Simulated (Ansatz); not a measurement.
Runs of Ansatz 0.2.0 on C. It takes space group C2/m (No. 12, monoclinic). Conventional cell: a = 4.255 Å, b = 2.457 Å, c = 3.765 Å, α = 90.00°, β = 111.49°, γ = 90.00°. Around C (site symmetry m) lie 3 C at 1.42 Å. This is a stacking variant of graphite.

```tsv
cell	target pressure (GPa)	gap on the mesh (eV)	pressure (GPa)
relaxed	0	(b)	0.0
relaxed to 5 GPa	5	0.35	5.0
relaxed to 20 GPa	20	(a)	20.0
relaxed to 10 GPa	10	0.02	10.0
relaxed to 30 GPa	30	0.70	30.0
relaxed to 2 GPa	2	0.66	2.0
```

Alike in all rows: task relaxation of cell and atoms; level PBEsol; potentials or basis Ansatz PAW; no spin polarisation; k mesh 13 × 13 × 8; cutoff (eV) 420; smearing fermi-dirac 0.05 eV.

Problem. Fill in the values left out.

Solution. (a) 0.53; (b) 1.06.

Caveats: odd divisions of the mesh miss points on the zone boundary, where band edges often lie, so the gap on the mesh can be too wide; the plane-wave basis is chosen anew once the cell has moved, so the energies of steps on either side of that aren't comparable; this functional lacks dispersion, which binds the layers, so the pressure and a relaxed spacing across them are unreliable; the PAW data sets come from PBE, with cores solved anew for the run's functional, which leaves a small shift of forces and pressure.

A k mesh can miss the band edges.
